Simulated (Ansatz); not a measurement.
All numbers below come from Ansatz 0.2.0, DFT PBE, scalar-relativistic, plane waves, PAW. Settings: cutoff 420 eV, Γ-centred meshes spaced at most about 0.3 Å⁻¹, and about 0.25 Å⁻¹ or finer for metals (2π included), Gaussian smearing. No spin polarisation.

All energies are static (0 K, no zero-point motion).

Compare these two cells of NbC₄, each relaxed at this level.

1.

```yaml
crystal:
  lattice:
    - [3.60528, 0.00000, 0.00000]
    - [0.00000, 3.60528, 0.00000]
    - [0.00000, 0.00000, 3.60528]
  atoms:
    - { symbol: Nb, position: [0.00000, 0.00000, 0.00000] }
    - { symbol: C, position: [0.34899, 0.65101, 0.65101] }
    - { symbol: C, position: [0.65101, 0.34899, 0.65101] }
    - { symbol: C, position: [0.65101, 0.65101, 0.34899] }
    - { symbol: C, position: [0.34899, 0.34899, 0.34899] }
```

2.

```yaml
crystal:
  lattice:
    - [-2.46530, 2.46530, 2.46530]
    - [2.46530, -2.46530, 2.46530]
    - [2.46530, 2.46530, -2.46530]
  atoms:
    - { symbol: Nb, position: [0.00000, 0.00000, 0.00000] }
    - { symbol: C, position: [0.50000, 0.50000, 0.50000] }
    - { symbol: C, position: [0.00000, 0.00000, 0.50000] }
    - { symbol: C, position: [0.00000, 0.50000, 0.00000] }
    - { symbol: C, position: [0.50000, 0.00000, 0.00000] }
```

Question: Which form is favoured at zero pressure, and by what margin per atom?

Answer: Cell 1 is lower, by 1.08 eV/atom. Cell 1 has space group P-43m (No. 215), 9.4 Å³/atom and no gap on its mesh; cell 2 has space group Im-3m (No. 229), 12.0 Å³/atom and no gap. Counting C atoms around Nb (those within 1.25 times the shortest such distance or 1.15 times the sum of covalent radii, 1.27 where that leaves under three), cell 1 has Nb 4 and cell 2 has Nb 8. Cell 1 holds C–C units of three or more atoms (shortest 1.54 Å); in cell 2 the shortest C–C distance is 2.47 Å. The denser one is the lower, and pressure would at first widen the difference. Even the lower one lies +1.52 eV/atom against the reference forms of the elements (uncorrected), so neither is stable at this level. In cell 1, Nb is surrounded by 4 C at 2.18 Å; around C lie 3 C at 1.54 Å and 1 Nb at 2.18 Å. In cell 2, Nb is surrounded by 8 C at 2.14 Å; around C lie 2 Nb at 2.14 Å and 6 C at 2.47 Å. Both come from invented guesses. The lowest form computed isn't among them: it has space group I4/mmm (No. 139), 10.2 Å³/atom and lies 0.77 eV/atom below the best shown.

Cells relaxed within their symmetry can be saddle points. Some structure types and database cells were kept out of the candidates from the start, so a known form may be missing.
